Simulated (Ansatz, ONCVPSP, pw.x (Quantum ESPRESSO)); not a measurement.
**Equation-of-state test of one ONCV potential (gallium (Ga))**

- Element: gallium
- Generator: ONCVPSP 4.0.1.1 (patched build)
- Type: optimised norm-conserving Vanderbilt (ONCV)
- Functional: LDA (Perdew-Wang 92)
- Relativity: scalar-relativistic
- Frozen core: [Ar] 3d10
- Valence charge: 3
- Reference configuration: 4s1.5 4p1.5
- Partial waves: 4s: rc 1.95 bohr, ncon 4, nbas 8, qcut 2.6 1/bohr, 2 projectors, debl 2 Ha; 4p: rc 2.40 bohr, ncon 5, nbas 9, qcut 3 1/bohr, 2 projectors, debl 3.7 Ha
- Local potential: polynomial inside 1.40 bohr (lpopt 5, dvloc0 0 Ha)
- Core correction: Teter function, fcfact 3, rcfact 1.68

Atomic tests: cutoffs needed: 34 Ha and 45 Ha (the cutoffs (Ha) at which the residual kinetic energy of the hardest occupied pseudo-wave falls to 1 and 0.1 mHa per electron); ghost test: no bound ghost flagged; GHOST(+) flagged for s at 93.0 eV; largest excitation error: -269 meV (all-electron minus pseudo) for 4s1 4p0, out of 4 test configurations.

Crystal test: fcc Ga in pw.x 7.5, no spin, 14³ k-points, Fermi–Dirac smearing 0.01 Ry, cutoffs 105/420 Ry. The reference is all-electron LAPW (Ansatz 0.2.0) with the same functional, mesh and smearing; V0 and B0 come from Birch–Murnaghan fits to the pressures at five volumes. Errors are pseudo minus all-electron; Δ is the rms difference of the E(V) curves that follow from these fits, minima aligned, over ±6 % about the mean V0. Mesh and smearing are coarse, so the numbers serve the comparison and aren't converged zero-temperature values; the lattice is a test structure that the element need not adopt.

All-electron: a0 = 4.093 Å (V0 = 17.15 Å³/atom), B0 = 65.0 GPa.

Question: How far does the potential miss the all-electron equation of state?

Answer: mean pressure error (GPa): -15.22. The pressure does not cross zero within the volumes sampled, so no fit is given. This is a poor potential for the solid.

```tsv
V (Å³/atom)	P all-electron (GPa)	P pseudo (GPa)
16.293	3.76	-14.32
16.721	1.73	-14.75
17.150	-0.02	-15.08
17.579	-1.53	-15.33
18.008	-2.83	-15.51
```

Question: At the middle volume, how do free energy and pressure move when the wave cutoff is lowered (ecutrho kept at four times it)?

Answer:

```
cutoff (Ry)  shift of F (meV/atom)  shift of P (GPa)
         47                  +60.9             -0.82
         63                  +50.6             -0.42
         84                  +10.7             -0.80
```

Input at the middle volume:

```
&control
  calculation='scf', prefix='x', pseudo_dir='./', outdir='./tmp', tstress=.true., disk_io='none'
/
&system
  ibrav=0, nat=1, ntyp=1, ecutwfc=105, ecutrho=420, nbnd=8,
  occupations='smearing', smearing='fd', degauss=0.01
/
&electrons
  conv_thr=1e-09, mixing_beta=0.4, electron_maxstep=70
/
ATOMIC_SPECIES
Ga 1.0 Ga.UPF
CELL_PARAMETERS angstrom
  0.00000000 2.04681242 2.04681242
  2.04681242 0.00000000 2.04681242
  2.04681242 2.04681242 0.00000000
ATOMIC_POSITIONS crystal
Ga 0.0000 0.0000 0.0000
K_POINTS automatic
14 14 14 0 0 0
```

```bash
pw.x < Ga.scf.in > Ga.scf.out
```

Lines of the output:

```
Message from routine setup:
     using ibrav=0 with symmetry is DISCOURAGED, use correct ibrav instead
     lattice parameter (alat)  =       5.4701  a.u.
     unit-cell volume          =     115.7339 (a.u.)^3
     number of electrons       =         3.00
     number of Kohn-Sham states=            8
     kinetic-energy cutoff     =     105.0000  Ry
     charge density cutoff     =     420.0000  Ry
     scf convergence threshold =      1.0E-09
     Exchange-correlation= SLA  PW   NOGX NOGC
     number of k points=   104  Fermi-Dirac smearing, width (Ry)=  0.0100
     iteration #  1     ecut=   105.00 Ry     beta= 0.40
     total energy              =      -5.77755578 Ry
     estimated scf accuracy    <       0.00110352 Ry
     iteration #  2     ecut=   105.00 Ry     beta= 0.40
     total energy              =      -5.77741392 Ry
     estimated scf accuracy    <       0.00034771 Ry
     iteration #  3     ecut=   105.00 Ry     beta= 0.40
     total energy              =      -5.77742984 Ry
     estimated scf accuracy    <       0.00000121 Ry
     iteration #  4     ecut=   105.00 Ry     beta= 0.40
     total energy              =      -5.77743045 Ry
     estimated scf accuracy    <          3.2E-09 Ry
     iteration #  5     ecut=   105.00 Ry     beta= 0.40
     the Fermi energy is     6.1234 ev
!    total energy              =      -5.77743046 Ry
     estimated scf accuracy    <          5.5E-10 Ry
     smearing contrib. (-TS)   =      -0.00194322 Ry
     The total energy is F=E-TS. E is the sum of the following terms:
     one-electron contribution =       2.73505582 Ry
     hartree contribution      =       0.01323801 Ry
     xc contribution           =      -3.18967216 Ry
     ewald contribution        =      -5.33410891 Ry
     convergence has been achieved in   5 iterations
          total   stress  (Ry/bohr**3)                   (kbar)     P=     -150.82
     Message from routine punch:
     Nothing written, as per user request (disk_io='none')
```

The run at the middle volume (104 k-points, 5 iterations) took about 18 s on one core of a shared host (Neoverse-V1, 32 threads, 247 GiB, load 29).
